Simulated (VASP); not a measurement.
# SnO2 (Pa-3) in VASP: further runs

One crystal, SnO2, is run at these levels: PBEsol, r2SCAN, TB-mBJ; tasks: band structure.

Program: VASP 6.6.1. These are calculated values, not measurements. Logs are shortened: lines on timing, memory, paths and dates and some standing lists are left out, and cuts for length are marked.

## 1. The crystal as given

It takes space group Pa-3 (No. 205, cubic). Conventional cell: a = 5.116 Å, b = 5.116 Å, c = 5.116 Å, α = 90.00°, β = 90.00°, γ = 90.00°. Around Sn (site symmetry -3) lie 6 O at 2.09 Å. O (site symmetry 3) has 3 Sn at 2.09 Å as nearest neighbours.

Measurements of this composition are mostly on another form, of space group No. 136.

## 2. Band structure, PBEsol

Contents of INCAR:

```
  ALGO = Normal
  EDIFF = 1E-6
  ENCUT = 520
  GGA = PS
  ISIF = 2
  ISMEAR = 0
  LASPH = True
  LCHARG = False
  LREAL = False
  LWAVE = False
  NBANDS = 64
  NELM = 100
  PREC = Accurate
  SIGMA = 0.02
```

Contents of KPOINTS:

```
k-points
0
Gamma
  6 6 6
```

Contents of POSCAR:

```
SnO2
1.0
    5.1161500000      0.0000000000      0.0000000000
    0.0000000000      5.1161500000      0.0000000000
    0.0000000000      0.0000000000      5.1161500000
Sn O
4 8
Direct
    0.0000000000      0.5000000000      0.5000000000
    0.5000000000      0.5000000000      0.0000000000
    0.5000000000      0.0000000000      0.5000000000
    0.0000000000      0.0000000000      0.0000000000
    0.3391800000      0.1608200000      0.8391800000
    0.1608200000      0.8391800000      0.3391800000
    0.8391800000      0.3391800000      0.1608200000
    0.6608200000      0.6608200000      0.6608200000
    0.3391800000      0.3391800000      0.3391800000
    0.1608200000      0.6608200000      0.8391800000
    0.8391800000      0.1608200000      0.6608200000
    0.6608200000      0.8391800000      0.1608200000
```

Contents of KPOINTS_OPT:

```
path GXMGRX,MR
20
line-mode
reciprocal
 0.0000000000  0.0000000000  0.0000000000  G
 0.0000000000  0.5000000000  0.0000000000  X

 0.0000000000  0.5000000000  0.0000000000  X
 0.5000000000  0.5000000000  0.0000000000  M

 0.5000000000  0.5000000000  0.0000000000  M
 0.0000000000  0.0000000000  0.0000000000  G

 0.0000000000  0.0000000000  0.0000000000  G
 0.5000000000  0.5000000000  0.5000000000  R

 0.5000000000  0.5000000000  0.5000000000  R
 0.0000000000  0.5000000000  0.0000000000  X

 0.5000000000  0.5000000000  0.0000000000  M
 0.5000000000  0.5000000000  0.5000000000  R
```

Potentials or basis: VASP PAW PBE potentials, release 64 (Sn_d, O).

The run is started by

```console
$ cat potpaw_PBE.64/Sn_d/POTCAR potpaw_PBE.64/O/POTCAR > POTCAR
$ mpirun -np 1 vasp_std > vasp.out
```

OUTCAR:

```text
EDIFF = 1E-6
   ENCUT = 520
   GGA = PS
   ISIF = 2
   ISMEAR = 0
   LASPH = True
   LREAL = False
   NELM = 100
   PREC = Accurate

 ion  position               nearest neighbor table
   1  0.000  0.500  0.500-   6 2.09   7 2.09   8 2.09   9 2.09  10 2.09  11 2.09   2 3.62   3 3.62
                             4 3.62   2 3.62   4 3.62   3 3.62   4 3.62   4 3.62   2 3.62   3 3.62
   2  0.500  0.500  0.000-   5 2.09   7 2.09   8 2.09   9 2.09  10 2.09  12 2.09   1 3.62   3 3.62
                             4 3.62   1 3.62   3 3.62   3 3.62   4 3.62   3 3.62   1 3.62   4 3.62
   3  0.500  0.000  0.500-   5 2.09   6 2.09   8 2.09   9 2.09  11 2.09  12 2.09   1 3.62   2 3.62
                             4 3.62   2 3.62   4 3.62   1 3.62   2 3.62   2 3.62   1 3.62   4 3.62
   4  0.000  0.000  0.000-   5 2.09   6 2.09   7 2.09  10 2.09  11 2.09  12 2.09   1 3.62   2 3.62
                             3 3.62   1 3.62   3 3.62   1 3.62   2 3.62   1 3.62   2 3.62   3 3.62
   5  0.339  0.161  0.839-   2 2.09   3 2.09   4 2.09
   6  0.161  0.839  0.339-   1 2.09   3 2.09   4 2.09
   7  0.839  0.339  0.161-   1 2.09   2 2.09   4 2.09
   8  0.661  0.661  0.661-   1 2.09   2 2.09   3 2.09
   9  0.339  0.339  0.339-   1 2.09   2 2.09   3 2.09
  10  0.161  0.661  0.839-   1 2.09   2 2.09   4 2.09
  11  0.839  0.161  0.661-   1 2.09   3 2.09   4 2.09
  12  0.661  0.839  0.161-   2 2.09   3 2.09   4 2.09

  LATTYP: Found a simple cubic cell.
 ALAT       =     5.1161500000

  Lattice vectors:

 A1 = (   5.1161500000,   0.0000000000,   0.0000000000)
 A2 = (   0.0000000000,   5.1161500000,   0.0000000000)
 A3 = (   0.0000000000,   0.0000000000,   5.1161500000)

Analysis of symmetry for initial positions (statically):
=====================================================================
 Subroutine PRICEL returns:
 Original cell was already a primitive cell.

 Routine SETGRP: Setting up the symmetry group for a
 simple cubic supercell.

 Subroutine GETGRP returns: Found 24 space group operations
 (whereof  6 operations were pure point group operations)
 out of a pool of 48 trial point group operations.

The static configuration has the point symmetry S_6 .
 The point group associated with its full space group is T_h .

Analysis of symmetry for dynamics (positions and initial velocities):
=====================================================================
 Subroutine PRICEL returns:
 Original cell was already a primitive cell.

 Routine SETGRP: Setting up the symmetry group for a
 simple cubic supercell.

[... 137 lines left out ...]
   EMIN   =  10.00;   EMAX   =-10.00  energy-range for DOS
   EFERMI =   0.00;   METHOD = LEGACY
   ISMEAR =     0;   SIGMA  =   0.02  broadening in eV -4-tet -1-fermi 0-gaus
   EFERMI_NEDOS =   21; number of points for ismear=-14 and -15
   IALGO  =     38    algorithm
   IMIX   =      4    mixing-type and parameters
     AMIX     =   0.40;   BMIX     =  1.00
     AMIX_MAG =   1.60;   BMIX_MAG =  1.00
  volume/ion in A,a.u.               =      11.16        75.31
  Fermi-wavevector in a.u.,A,eV,Ry     =   1.504790  2.843642 30.808952  2.264394
  Thomas-Fermi vector in A             =   2.615724
   LORBIT       =      0    0 simple, 1 ext, 2 COOP (PROOUT), +10 PAW based schemes
   GGA     = PS    functional components
   LHFCALC =     F    Hartree Fock is set to
   AEXX    =    0.0000 exact exchange contribution
   IVDW    =     0    specifies the selected vdW correction
   LEPSILON=     F    determine dielectric tensor
   LRPA    =     F    only Hartree local field effects (RPA)
 non-spin polarized calculation
 Gauss-broadening in eV      SIGMA  =   0.02
  energy-cutoff  :      520.00
  volume of cell :      133.92
 maximum number of plane-waves:      3695
 NGX is ok and might be reduce to    40
   NGX = 19   NGY = 19   NGZ = 19

 number of electron     104.0000065 magnetization

 Free energy of the ion-electron system (eV)
  ---------------------------------------------------
  ext. energy  EPLUGINS =         0.00000000
  ---------------------------------------------------
  free energy    TOTEN  =       -78.37476026 eV

  energy without entropy =      -78.37476026  energy(sigma->0) =      -78.37476026

 E-fermi :   6.9635     XC(G=0): -12.0851

 val. band max:        6.8517985922   @ k =  -0.1667   0.3333   0.0000
 cond. band min:       7.6710063866   @ k =   0.0000   0.0000   0.0000
 fundamental gap:      0.8192077944
 Fermi energy:         6.9635181286

 k-point     1 :       0.0000    0.0000    0.0000
  band No.  band energies     occupation
      1     -13.9033      2.00000
      2     -13.9033      2.00000
      3     -13.9033      2.00000
      4     -13.1088      2.00000
      5     -13.1088      2.00000
      6     -13.1088      2.00000
[... 1597 lines left out ...]
     63      17.9868      0.00000
     64      17.9868      0.00000

------------------------ aborting loop because EDIFF is reached ----------------------------------------

  FORCE on cell =-STRESS in cart. coord.  units (eV):
  Direction    XX          YY          ZZ          XY          YZ          ZX
  --------------------------------------------------------------------------------------
  -------------------------------------------------------------------------------------
  Total        0.1599676      0.1599676      0.1599676     -0.0000000      0.0000000     -0.0000000
  in kB        1.9138720      1.9138720      1.9138720     -0.0000000      0.0000000     -0.0000000
  external PRESSURE =       1.9138720 kB  Pullay stress =       0.0000000 kB

 VOLUME and BASIS-vectors are now :
 -----------------------------------------------------------------------------
  energy-cutoff  :      520.00
  volume of cell :      133.92
      direct lattice vectors                 reciprocal lattice vectors
     5.116150000  0.000000000  0.000000000     0.195459476  0.000000000  0.000000000
     0.000000000  5.116150000  0.000000000     0.000000000  0.195459476  0.000000000
     0.000000000  0.000000000  5.116150000     0.000000000  0.000000000  0.195459476

 POSITION                                       TOTAL-FORCE (eV/Angst)
 -----------------------------------------------------------------------------------
      0.00000      2.55808      2.55808        -0.000000     -0.000000      0.000000
      2.55808      2.55808      0.00000        -0.000000     -0.000000      0.000000
      2.55808      0.00000      2.55808        -0.000000     -0.000000      0.000000
      0.00000      0.00000      0.00000        -0.000000     -0.000000      0.000000
      1.73530      0.82278      4.29337         0.002086     -0.002086      0.002086
      0.82278      4.29337      1.73530        -0.002086      0.002086      0.002086
      4.29337      1.73530      0.82278         0.002086      0.002086     -0.002086
      3.38085      3.38085      3.38085        -0.002086     -0.002086     -0.002086
      1.73530      1.73530      1.73530         0.002086      0.002086      0.002086
      0.82278      3.38085      4.29337        -0.002086     -0.002086      0.002086
      4.29337      0.82278      3.38085         0.002086     -0.002086     -0.002086
      3.38085      4.29337      0.82278        -0.002086      0.002086     -0.002086
 -----------------------------------------------------------------------------------
    total drift:                                0.000000     -0.000000      0.000000

  FREE ENERGIE OF THE ION-ELECTRON SYSTEM (eV)
  ---------------------------------------------------
  free  energy   TOTEN  =       -78.3747602613 eV

  energy  without entropy=      -78.3747602613  energy(sigma->0) =      -78.37476026
```

Run time: 5.5 min. Hardware: 1 thread of Intel Xeon 6975P-C (Granite Rapids), shared host; peak memory 0.38 GiB.

What came out:

```yaml
Free_energy: -78.3748 eV
Pressure: 0.2 GPa
Largest_force: 0.004 eV/Å
Band_gap_on_the_k_mesh: 0.82 eV, indirect (least direct gap 0.90 eV)
Band_gap_along_the_path: 0.82 eV, indirect (least direct gap 0.90 eV)
```

Forces in eV/Å, atoms in the order of the input:
```
Sn   0.000  0.000  0.000
Sn   0.000  0.000  0.000
Sn   0.000  0.000  0.000
Sn   0.000  0.000  0.000
O    0.002 -0.002  0.002
O   -0.002  0.002  0.002
O    0.002  0.002 -0.002
O   -0.002 -0.002 -0.002
O    0.002  0.002  0.002
O   -0.002 -0.002  0.002
O    0.002 -0.002 -0.002
O   -0.002  0.002 -0.002
```

Levels at the corners of the path, in eV from the valence-band top:
```csv
point,band 48,band 49,band 50,band 51,band 52,band 53,band 54,band 55,band 56,band 57
Γ,-0.71,-0.28,-0.08,-0.08,-0.08,0.82,6.03,6.03,6.03,7.47
X,-0.73,-0.48,-0.48,-0.01,-0.01,3.91,3.91,5.07,5.07,7.79
X,-0.73,-0.48,-0.48,-0.01,-0.01,3.91,3.91,5.07,5.07,7.79
M,-1.18,-0.33,-0.33,-0.33,-0.33,4.77,4.77,4.77,4.77,7.90
M,-1.18,-0.33,-0.33,-0.33,-0.33,4.77,4.77,4.77,4.77,7.90
Γ,-0.71,-0.28,-0.08,-0.08,-0.08,0.82,6.03,6.03,6.03,7.47
Γ,-0.71,-0.28,-0.08,-0.08,-0.08,0.82,6.03,6.03,6.03,7.47
R,-1.20,-0.65,-0.65,-0.65,-0.65,5.28,5.28,5.28,5.28,7.38
R,-1.20,-0.65,-0.65,-0.65,-0.65,5.28,5.28,5.28,5.28,7.38
X,-0.73,-0.48,-0.48,-0.01,-0.01,3.91,3.91,5.07,5.07,7.79
M,-1.18,-0.33,-0.33,-0.33,-0.33,4.77,4.77,4.77,4.77,7.90
R,-1.20,-0.65,-0.65,-0.65,-0.65,5.28,5.28,5.28,5.28,7.38
```

Caveat: the PAW data sets were made with another functional, which shifts forces and pressure a little; spin-orbit coupling is left out, which moves the levels of the heavy elements.

## 3. Band structure, r2SCAN

INCAR: that of step 2 with these lines changed.

```diff
@@ -3,3 +3,2 @@
   ENCUT = 520
-  GGA = PS
   ISIF = 2
@@ -8,4 +7,6 @@
   LCHARG = False
+  LMIXTAU = True
   LREAL = False
   LWAVE = False
+  METAGGA = R2SCAN
   NBANDS = 64
```

KPOINTS is that of step 2.

POSCAR is that of step 2.

KPOINTS_OPT is that of step 2.

Potentials or basis: VASP PAW PBE potentials, release 64 (Sn_d, O).

The run is started by

```console
$ cat potpaw_PBE.64/Sn_d/POTCAR potpaw_PBE.64/O/POTCAR > POTCAR
$ mpirun -np 1 vasp_std > vasp.out
```

It took 18 min on 1 thread of Intel Xeon 6975P-C (Granite Rapids), shared host; peak memory 0.42 GiB.

Results (log left out):

```
Free energy             : -168.0964 eV
Pressure                : -0.9 GPa
Largest force           : 0.014 eV/Å
Band gap on the k mesh  : 1.52 eV, indirect (least direct gap 1.60 eV)
Band gap along the path : 1.53 eV, indirect (least direct gap 1.60 eV)
```

Forces on the atoms (eV/Å):
```
Sn   0.000  0.000  0.000
Sn   0.000  0.000  0.000
Sn   0.000  0.000  0.000
Sn   0.000  0.000  0.000
O    0.008 -0.008  0.008
O   -0.008  0.008  0.008
O    0.008  0.008 -0.008
O   -0.008 -0.008 -0.008
O    0.008  0.008  0.008
O   -0.008 -0.008  0.008
O    0.008 -0.008 -0.008
O   -0.008  0.008 -0.008
```

Levels at the corners of the path, in eV from the valence-band top:
```
point  band 50  band 51  band 52  band 53  band 54  band 55
    Γ    -0.08    -0.08    -0.08     1.53     6.87     6.87
    X    -0.48    -0.01    -0.01     4.64     4.64     5.92
    X    -0.48    -0.01    -0.01     4.64     4.64     5.92
    M    -0.32    -0.32    -0.32     5.56     5.56     5.56
    M    -0.32    -0.32    -0.32     5.56     5.56     5.56
    Γ    -0.08    -0.08    -0.08     1.53     6.87     6.87
    Γ    -0.08    -0.08    -0.08     1.53     6.87     6.87
    R    -0.66    -0.66    -0.66     6.07     6.07     6.07
    R    -0.66    -0.66    -0.66     6.07     6.07     6.07
    X    -0.48    -0.01    -0.01     4.64     4.64     5.92
    M    -0.32    -0.32    -0.32     5.56     5.56     5.56
    R    -0.66    -0.66    -0.66     6.07     6.07     6.07
```

Caveat: the PAW data sets were made with another functional, which shifts forces and pressure a little; spin-orbit coupling is left out, which moves the levels of the heavy elements.

## 4. Band structure, TB-mBJ

POSCAR is that of step 3.

Contents of INCAR.step1:

```
  ALGO = Normal
  EDIFF = 1E-5
  ENCUT = 520
  GGA = PE
  ISIF = 2
  ISMEAR = 0
  LASPH = True
  LCHARG = False
  LREAL = False
  LWAVE = True
  NBANDS = 64
  NELM = 100
  PREC = Accurate
  SIGMA = 0.02
```

Contents of INCAR.step2:

```
  ALGO = Normal
  EDIFF = 1E-6
  ENCUT = 520
  ISIF = 2
  ISMEAR = 0
  ISTART = 1
  LASPH = True
  LCHARG = False
  LREAL = False
  LWAVE = False
  METAGGA = MBJ
  NBANDS = 64
  NELM = 100
  PREC = Accurate
  SIGMA = 0.02
```

KPOINTS is that of step 3.

KPOINTS_OPT is that of step 3.

The run is started by

```console
$ cat potpaw_PBE.64/Sn_d/POTCAR potpaw_PBE.64/O/POTCAR > POTCAR
$ cp INCAR.step1 INCAR
$ mpirun -np 1 vasp_std > vasp.out
$ cp INCAR.step2 INCAR
$ mpirun -np 1 vasp_std > vasp.out
```

Run time: 14 min. Hardware: 1 thread of Intel Xeon 6975P-C (Granite Rapids), shared host; peak memory 0.4 GiB.

The run converged. Its results:

| Property | Result |
| --- | --- |
| Band gap on the k mesh | 2.57 eV, indirect (least direct gap 2.69 eV) |
| Band gap along the path | 2.57 eV, indirect (least direct gap 2.69 eV) |

Levels at the corners of the path, in eV from the valence-band top:
| point | band 48 | band 49 | band 50 | band 51 | band 52 | band 53 | band 54 | band 55 | band 56 | band 57 |
| --- | --- | --- | --- | --- | --- | --- | --- | --- | --- | --- |
| Γ | -0.50 | -0.22 | -0.11 | -0.11 | -0.11 | 2.57 | 7.78 | 7.78 | 7.78 | 9.61 |
| X | -0.54 | -0.47 | -0.47 | -0.03 | -0.03 | 5.47 | 5.47 | 6.94 | 6.94 | 10.03 |
| X | -0.54 | -0.47 | -0.47 | -0.03 | -0.03 | 5.47 | 5.47 | 6.94 | 6.94 | 10.03 |
| M | -1.06 | -0.29 | -0.29 | -0.29 | -0.29 | 6.46 | 6.46 | 6.46 | 6.46 | 10.08 |
| M | -1.06 | -0.29 | -0.29 | -0.29 | -0.29 | 6.46 | 6.46 | 6.46 | 6.46 | 10.08 |
| Γ | -0.50 | -0.22 | -0.11 | -0.11 | -0.11 | 2.57 | 7.78 | 7.78 | 7.78 | 9.61 |
| Γ | -0.50 | -0.22 | -0.11 | -0.11 | -0.11 | 2.57 | 7.78 | 7.78 | 7.78 | 9.61 |
| R | -0.94 | -0.59 | -0.59 | -0.59 | -0.59 | 6.94 | 6.94 | 6.94 | 6.94 | 9.50 |
| R | -0.94 | -0.59 | -0.59 | -0.59 | -0.59 | 6.94 | 6.94 | 6.94 | 6.94 | 9.50 |
| X | -0.54 | -0.47 | -0.47 | -0.03 | -0.03 | 5.47 | 5.47 | 6.94 | 6.94 | 10.03 |
| M | -1.06 | -0.29 | -0.29 | -0.29 | -0.29 | 6.46 | 6.46 | 6.46 | 6.46 | 10.08 |
| R | -0.94 | -0.59 | -0.59 | -0.59 | -0.59 | 6.94 | 6.94 | 6.94 | 6.94 | 9.50 |

Caveat: the PAW data sets were made with another functional, which shifts forces and pressure a little; spin-orbit coupling is left out, which moves the levels of the heavy elements.

## 5. Overview

| level | gap on the mesh (eV) | pressure (GPa) |
| --- | --- | --- |
| PBEsol | 0.82 | 0.2 |
| r2SCAN | 1.52 | -0.9 |
| TB-mBJ | 2.57 | - |

Alike in all rows: task band structure; potentials or basis VASP PAW PBE potentials, release 64 (Sn_d, O); no spin polarisation; cell as given; k mesh 6 × 6 × 6; cutoff (eV) 520; smearing gaussian 0.02 eV.

On the cell as given the gap runs from 0.82 eV (PBEsol) to 2.57 eV (TB-mBJ).

Caveats: the PAW data sets were made with another functional, which shifts forces and pressure a little; spin-orbit coupling is left out, which moves the levels of the heavy elements.

Absolute energies hang on the potentials; compare differences alone.
